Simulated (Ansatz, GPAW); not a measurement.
# Ballistic transport through pyrimidine-2,5-dithiol between two Al chains, from relaxation to T(E), part 4 of 4

Wanted: T(E) of pyrimidine-2,5-dithiol between two Al chains at a relaxed geometry in two programs, beside the unrelaxed structure.

GPAW 26.7.0 and Ansatz 0.2.0; Ansatz plane waves; relaxation of the junction with the lead ends held; PAW set soft_1 (the session's first sound run).

So far, open channels of the lead at the Fermi level (one spin): 2 in steps 3, 4, 5, 7 and 8.

**11. Density threshold 0.01**

The Hamiltonian is taken from the last density. The density threshold is one of the tests that end the cycle; the energy must settle too, so a loose value may not be the test that decides.

This step: GPAW LCAO, PAW setups; Landauer transmission from Green's functions with principal layers (ASE), zero bias (GPAW 26.7.0).

Contents of run.py:

```python
import json
import numpy as np
from ase import Atoms
from ase.transport.calculators import TransportCalculator
from gpaw import GPAW, FermiDirac
from gpaw.lcao.tools import get_lcao_hamiltonian
from scipy.linalg import eigh

# The junction with lead layers at both ends, along the third cell vector
device = Atoms(
    ['Al', 'Al', 'Al', 'Al', 'Al', 'Al', 'Al', 'S', 'C', 'N', 'N', 'C', 'C', 'H', 'H', 'C', 'S', 'Al', 'Al', 'Al', 'Al', 'Al', 'Al', 'Al'],
    positions=[
        [7.20726, 4.50000, 1.20000],
        [7.20726, 4.50000, 3.60000],
        [7.20726, 4.50000, 6.00000],
        [7.20726, 4.50000, 8.40000],
        [7.20726, 4.50000, 10.80000],
        [7.47133, 3.36129, 13.15293],
        [6.69201, 4.57810, 15.40612],
        [4.50619, 4.30323, 16.10948],
        [5.36073, 4.45205, 17.62557],
        [6.73024, 4.46146, 17.47130],
        [4.74799, 4.58293, 18.80116],
        [7.49876, 4.56993, 18.58009],
        [5.51721, 4.71061, 19.88472],
        [8.58039, 4.56754, 18.43394],
        [4.99158, 4.84654, 20.83568],
        [6.93121, 4.69218, 19.85849],
        [7.95567, 4.92210, 21.29152],
        [6.73824, 4.24005, 23.16976],
        [7.91370, 4.76436, 25.63667],
        [7.20726, 4.50000, 28.19193],
        [7.20726, 4.50000, 30.59193],
        [7.20726, 4.50000, 32.99193],
        [7.20726, 4.50000, 35.39193],
        [7.20726, 4.50000, 37.79193]],
    cell=[[14.41452, 0.0, 0.0], [0.0, 9.0, 0.0], [0.0, 0.0, 38.99193]],
    pbc=True)

# One principal layer of the lead: the first 4 atoms of the device
lead = Atoms(
    ['Al', 'Al', 'Al', 'Al'],
    positions=[
        [7.20726, 4.50000, 1.20000],
        [7.20726, 4.50000, 3.60000],
        [7.20726, 4.50000, 6.00000],
        [7.20726, 4.50000, 8.40000]],
    cell=[[14.41452, 0.0, 0.0], [0.0, 9.0, 0.0], [0.0, 0.0, 9.6]],
    pbc=True)

settings = dict(mode='lcao', basis='dzp', xc='PBE', h=0.18,
                occupations=FermiDirac(0.1), maxiter=250,
                mixer=dict(beta=0.1, nmaxold=8, weight=100.0),
                convergence=dict(density=0.01))
energies = np.arange(-2, 2 + 1e-9, 0.025)
eta = 0.0001
n1, n2 = 1, 1
# k and -k transmit alike, so half of the mesh across the current serves
mesh = [(i, j) for i in range(n1) for j in range(n2) if (i, j) <= (-i % n1, -j % n2)]
weights = np.array([1 if (i, j) == (-i % n1, -j % n2) else 2 for i, j in mesh]) / (n1 * n2)

# [... helper functions left out ...]
fermi_lead = ground_state(lead, (1, 1, 12), 'lead.txt')
fermi_device = ground_state(device, (1, 1, 2), 'device.txt')
# [... loop over the mesh left out, but for ...]
        # Shift the lead onto the potential of the device's first layer
        shift = ((H[:, 0, 0] - H0[:, 0, 0]) / S0[0, 0]).real.mean()
# [...]
kT = 8.617333e-5 * 300
bias = [0.1, 0.2, 0.5, 1.0, 1.5, 2.0]
# [... integrals and printing left out ...]
```

Started as:

```sh
> OMP_NUM_THREADS=1 OPENBLAS_NUM_THREADS=1 python run.py
```

Log:

```text
basis functions: device 296, principal layer 52
Fermi level: lead -3.5237 eV, device -3.2630 eV; lead shifted by -0.0111 eV
largest coupling past the next layer 1.57e-15 eV, largest misfit of the first layer 0.062 eV
  E-E_F (eV)   T (one spin)  channels
    -2.000    3.2318e-02    1.0000
    -1.975    3.6126e-02    1.0000
    -1.950    4.0056e-02    1.0000
    -1.925    4.4048e-02    1.0000
    -1.900    4.8048e-02    1.0000
    -1.875    5.2014e-02    1.0000
    -1.850    5.5941e-02    1.0000
    -1.825    5.9882e-02    1.0000
    -1.800    6.3991e-02    1.0000
    -1.775    6.8564e-02    1.0000
    -1.750    7.3850e-02    1.0000
    -1.725    7.6151e-02    1.0000
    -1.700    3.2719e-02    1.0000
    -1.675    2.1609e-03    1.0000
    -1.650    1.7263e-02    1.0000
    -1.625    2.5167e-02    1.0000
[...]
1.825    1.0460e+00    3.0000
     1.850    1.0320e+00    3.0000
     1.875    1.0173e+00    3.0000
     1.900    1.0031e+00    3.0000
     1.925    9.8976e-01    3.0000
     1.950    9.7739e-01    3.0000
     1.975    9.6579e-01    3.0000
     2.000    9.5460e-01    3.0000
conductance at 300 K: 0.029416 G0 a cell; thermopower -35.55 uV/K
current from the zero-bias T(E) at 0.1 V: 0.22948 uA
current from the zero-bias T(E) at 0.2 V: 0.46897 uA
current from the zero-bias T(E) at 0.5 V: 1.417 uA
current from the zero-bias T(E) at 1.0 V: 6.9541 uA
current from the zero-bias T(E) at 1.5 V: 18.874 uA
current from the zero-bias T(E) at 2.0 V: 24.798 uA
```

Run time: 2 min. Hardware: 1 thread of Arm Neoverse V1, shared host; peak memory 2.5 GiB.

The run finished with changed settings (conv = 0.01); it serves as a test.

Side by side:

```tsv
quantity	this run	sound run	difference
conductance (G₀)	0.029416	0.029062	3.5e-4
thermopower (μV/K)	-35.553	-36.357	0.804
largest coupling past the next principal layer (eV)	1.570e-15	1.110e-15	4.6e-16
largest misfit of the first principal layer (eV)	0.062494	0.041649	0.0208
shift that aligns the lead (eV)	-0.011090	0.012509	-0.0236
transmission at the Fermi level (one spin)	0.028928	0.028497	4.3e-4
```

**12. Summary of results**

```yaml
conductance: 0.0291 G₀
transmission_at_the_fermi_level_mean_of_the_spins: 0.0285
thermopower: -36.4 μV/K
open_channels_of_the_lead_there: 2
```

**Reading.** In the dzp basis the junction conducts 0.0291 G₀ at 300 K, with T = 0.0285 a spin at the Fermi level; no smaller basis tried comes within 10 % of that conductance. Relaxation moved atoms by up to 2.8 Å and took the conductance from 0.212 to 0.0291 G₀, as a ratio a larger change than the step from dzp to the minimal basis. Plane waves (PBE) give T = 0.0264 there. The scatterer reflects about 99 % of the incoming channels at the Fermi level. The negative thermopower says that the thermally weighted transmission is larger above the Fermi level, as for electron-like transport. Measured against the first run (pw-pbe), the nearest curve is that of dzp-LDA (r.m.s. 0.054) and the farthest that of asbuilt (0.31). Over the compared runs wall time goes from 103 s (sz) to 9082 s (pw-pbe), on a shared host; the plane-wave run used 4 threads and the orbital runs 1. Moves of this size go well beyond a change of bond lengths: the free chain atoms or the scatterer took up a new arrangement, and the name in the title describes the start. The leads kept an estimated spacing and the cell its length, so the junction may be under some tension or compression. Semilocal functionals put molecular levels too near the Fermi level, so such conductances usually come out too high, and chain electrodes have a sharper density of states than real ones. Energies count from the junction cell's Fermi level; in the run with T = 0.0285 there, the aligned lead's own level lies at 0.013 eV, where T interpolates to 0.0303; the finite cell leaves the answer open by at least that much. An evenly spaced straight chain is an idealisation: free chains tend to dimerise, zigzag or, where a band edge lies near the Fermi level, turn magnetic. The currents use the zero-bias T(E) throughout, which holds only while the bias is small against the distance to the nearest feature.

[Logs are printed without paths, hosts, clocks, repeated set-up lines and the standing remarks that a program may print on its own settings, such as how far it seeks lower states.]

[Hosts, paths, dates, database ids (printed as entryN), source tags and the programs' standing remarks are cut or masked in the printed files.]
